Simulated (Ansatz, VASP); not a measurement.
## TiAl3: VASP beside Ansatz

INCAR

```
SYSTEM = TiAl3
ALGO = Normal
EDIFF = 1E-7
ENCUT = 520
GGA = PE
ISIF = 2
ISMEAR = -1
LASPH = .TRUE.
LCHARG = .FALSE.
LREAL = .FALSE.
LWAVE = .FALSE.
NBANDS = 18
NELM = 80
PREC = Accurate
SIGMA = 0.05
```

KPOINTS

```
k-points
0
G
  7 7 7
  0 0 0
```

POSCAR

```
TiAl3
1.0
    4.0077255254      0.0000000000      0.0000000000
    0.0000000000      4.0077255254      0.0000000000
    0.0000000000      0.0000000000      4.0077255254
Ti Al
1 3
Direct
    0.0000000000      0.0000000000      0.0000000000
    0.0000000000      0.5000000000      0.5000000000
    0.5000000000      0.0000000000      0.5000000000
    0.5000000000      0.5000000000      0.0000000000
```

The input input.yaml:

```yaml
crystal:
  lattice:
    - [4.0077255254, 0.0, 0.0]
    - [0.0, 4.0077255254, 0.0]
    - [0.0, 0.0, 4.0077255254]
  atoms:
    - { symbol: Ti, position: [0.0, 0.0, 0.0] }
    - { symbol: Al, position: [0.0, 0.5, 0.5] }
    - { symbol: Al, position: [0.5, 0.0, 0.5] }
    - { symbol: Al, position: [0.5, 0.5, 0.0] }
hamiltonian:
  xc: pbe
  pseudopotentials: { kind: paw }
kpoints:
  mp_grid: { grid: [7, 7, 7] }
scf:
  occupations: { method: fermi_dirac, width: 0.05 }
output:
  forces: true
  stress: true
  eigenvalues: true
```

Change from the starting cell: volume scaled by 1.04.

Alike in both runs: task single point; functional PBE; k mesh 7 × 7 × 7; occupations fermi-dirac, width 0.05 eV; no spin polarisation.

|  | VASP | Ansatz |
| --- | --- | --- |
| version | VASP 6.6.1 | Ansatz 0.2.0 |
| potentials or method | VASP PAW PBE potentials, release 64 (Ti_sv, Al) | Ansatz PAW |
| plane-wave cutoff (eV) | 520 | 420 |
| valence electrons in the cell | 21 | 21 |

|  | VASP | Ansatz | Ansatz less VASP |
| --- | --- | --- | --- |
| gap on the k mesh at the Fermi level (eV) | none | none | - |
| pressure (GPa) | -2.1 | -2.1 | +0.02 |

A gap of «none» marks a metal or a gap that the smearing closes. With one functional, cell and mesh, what is left measures potentials, basis and numerics.
